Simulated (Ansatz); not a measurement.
Molecular dynamics on a 2×2×1 supercell (16 atoms) of ZnS (NiAs type), relaxed with r2SCAN. Forces come from PBE in the plane-wave code Ansatz: constant energy and volume (NVE), velocities drawn at 100 K, steps of 1 fs. Computed, non-magnetic; the trajectory is short and the cell small, so nothing here is a converged average. The structure comes from a prototype and may be hypothetical.

```yaml
crystal:
  lattice:
    - [7.1791809626, -1.0e-10, 0.0]
    - [-3.5895904813, 6.217353092, 0.0]
    - [0.0, 0.0, 5.879997321]
  atoms:
    - { symbol: Zn, position: [0.0, 0.0, 0.0] }
    - { symbol: Zn, position: [0.0, 0.0, 0.5] }
    - { symbol: S, position: [0.1666666667, 0.3333333333, 0.25] }
    - { symbol: S, position: [0.3333333333, 0.1666666667, 0.75] }
    - { symbol: Zn, position: [0.0, 0.5, 0.0] }
    - { symbol: Zn, position: [0.0, 0.5, 0.5] }
    - { symbol: S, position: [0.1666666667, 0.8333333333, 0.25] }
    - { symbol: S, position: [0.3333333333, 0.6666666667, 0.75] }
    - { symbol: Zn, position: [0.5, 0.0, 0.0] }
    - { symbol: Zn, position: [0.5, 0.0, 0.5] }
    - { symbol: S, position: [0.6666666667, 0.3333333333, 0.25] }
    - { symbol: S, position: [0.8333333333, 0.1666666667, 0.75] }
    - { symbol: Zn, position: [0.5, 0.5, 0.0] }
    - { symbol: Zn, position: [0.5, 0.5, 0.5] }
    - { symbol: S, position: [0.6666666667, 0.8333333333, 0.25] }
    - { symbol: S, position: [0.8333333333, 0.6666666667, 0.75] }
kpoints:
  mp_grid: { grid: [3, 3, 2] }
hamiltonian:
  xc: pbe
scf:
  occupations: { method: fermi_dirac, width: 0.02 }
md:
  ensemble: nve
  temperature: 100
  timestep: 1.0
  n_steps: 20
  initial_velocities: maxwell_boltzmann
  seed: 1976
```

Run as `ansatz run input.yaml --threads 4 --pin off --max-ram 3686MiB --backend cpu --events-out ev --progress --plain --runs-dir out`. Wall time 94 s on 4 threads of Arm Neoverse V1 (shared host); peak host memory 0.9 GiB.

**Question.** How do temperature and energy develop?

**Answer.** The temperature goes from 100 K to 66 K in 20 fs. The atoms start on their lattice sites with kinetic energy alone, so much of it first passes into potential energy. The conserved energy stays within 0.00 meV an atom. By the last step the atoms have moved 0.04 Å in the root mean square, the drift of the whole cell taken out, 0.08 Å at most.
```
step  t (fs)  T (K)  free energy F from step 0 (meV/atom)  kinetic energy (meV/atom)  largest force (eV/Å)
   0       0    100                                   0.0                       12.1                  0.00
   1       1    100                                   0.0                       12.1                  0.02
   2       2    100                                   0.1                       12.1                  0.04
   3       3     99                                   0.1                       12.0                  0.06
   4       4     98                                   0.2                       11.9                  0.08
   5       5     97                                   0.3                       11.8                  0.11
   6       6     96                                   0.5                       11.7                  0.13
   7       7     95                                   0.6                       11.5                  0.15
   8       8     93                                   0.8                       11.3                  0.16
   9       9     92                                   1.0                       11.1                  0.18
  10      10     90                                   1.2                       10.9                  0.20
  11      11     88                                   1.5                       10.6                  0.22
  12      12     86                                   1.7                       10.4                  0.24
  13      13     83                                   2.0                       10.1                  0.25
  14      14     81                                   2.3                        9.8                  0.27
  15      15     79                                   2.6                        9.5                  0.29
  16      16     76                                   2.9                        9.2                  0.30
  17      17     74                                   3.2                        8.9                  0.32
  18      18     71                                   3.5                        8.6                  0.33
  19      19     69                                   3.8                        8.3                  0.34
  20      20     66                                   4.1                        8.0                  0.36
```

Positions (Å) and forces (eV/Å) at step 20:
```
Zn   0.011  -0.045   0.019     0.016   0.201  -0.197
Zn  -0.020   0.023   2.931     0.065  -0.005   0.091
S   -0.004   2.111   1.451    -0.083   0.033  -0.050
S    1.739   1.066   4.386     0.267  -0.157   0.175
Zn  -1.768   3.113   0.016    -0.079  -0.035  -0.076
Zn  -1.805   3.094   2.936    -0.001   0.003   0.098
S   -1.817   5.224   1.458     0.185  -0.210   0.099
S    0.019   4.142   4.411    -0.173   0.130  -0.146
Zn   3.585  -0.011  -0.002    -0.065   0.113  -0.133
Zn   3.616  -0.028   2.934    -0.133   0.083   0.127
S    3.577   2.067   1.515     0.036   0.082  -0.245
S    5.392   1.003   4.353    -0.132   0.252   0.191
Zn   1.802   3.137   0.026     0.043  -0.078  -0.042
Zn   1.789   3.086   2.948     0.036   0.039   0.036
S    1.801   5.240   1.415    -0.062  -0.311   0.162
S    3.591   4.150   4.431     0.081  -0.140  -0.089
```
